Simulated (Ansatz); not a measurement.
Method: Ansatz 0.2.0, DFT PBE, scalar-relativistic, plane waves, PAW. All cells share a 420 eV cutoff and Γ-centred k meshes spaced at most about 0.3 Å⁻¹ (about 0.25 or finer for metals, 2π included). No spin polarisation.

Each guess is relaxed in cell and atoms at zero pressure, on a coarse mesh first where it starts far from rest and then on a converged one. The steps can't lower the symmetry of the start, but it can rise. Energies are static (0 K, no zero-point motion).

Two unrelaxed guesses for SiNi2:

A. (collinear spin from parallel moments)

```
Si Ni
1.0
     0.00000    2.65427    2.65427
     2.65427    0.00000    2.65427
     2.65427    2.65427    0.00000
Si Ni
1 2
Direct
  0.50000 0.50000 0.50000
  0.75000 0.75000 0.75000
  0.25000 0.25000 0.25000
```

B. (collinear spin from parallel moments)

```
Si Ni
1.0
     3.63369    0.00000    0.00000
    -1.81684    3.14687    0.00000
     0.00000    0.00000    5.97603
Si Ni
2 4
Direct
  0.33333 0.66667 0.00000
  0.66667 0.33333 0.00000
  0.33333 0.66667 0.29566
  0.33333 0.66667 0.70434
  0.66667 0.33333 0.70434
  0.66667 0.33333 0.29566
```

Question: Where do they end, and which end is lower?

Answer: A ends lower, by 0.98 eV/atom. A: Fm-3m at 12.5 Å³/atom → Fm-3m (fluorite type) at 12.5 Å³/atom; B: P6/mmm at 11.4 Å³/atom → P6/mmm at 16.1 Å³/atom. Counting Si atoms around Ni (those within 1.25 times the shortest such distance or 1.15 times the sum of covalent radii, 1.27 where that leaves under three), the end of A has Ni 4 and the end of B has Ni 1. The end of B holds Si–Si nets (shortest 2.33 Å); in the end of A the shortest Si–Si distance is 3.76 Å. End of A. Conventional cell: a = 5.318 Å. Si has 8 Ni at 2.30 Å; around Ni lie 4 Si at 2.30 Å and 6 Ni at 2.66 Å. End of B. Conventional cell: a = 4.031 Å, c = 6.853 Å. Si is surrounded by 2 Ni at 2.25 Å and 3 Si at 2.33 Å; Ni has 1 Si at 2.25 Å and 4 Ni at 2.33–2.35 Å.

Ends held by symmetry can be saddle points. Neither end is the lowest form computed: that has space group Pnma (No. 62), is reached from a cell as deposited in COD and lies 147 meV/atom below the better end. Some candidate types were left out of the draw beforehand, so a known form may be missing.
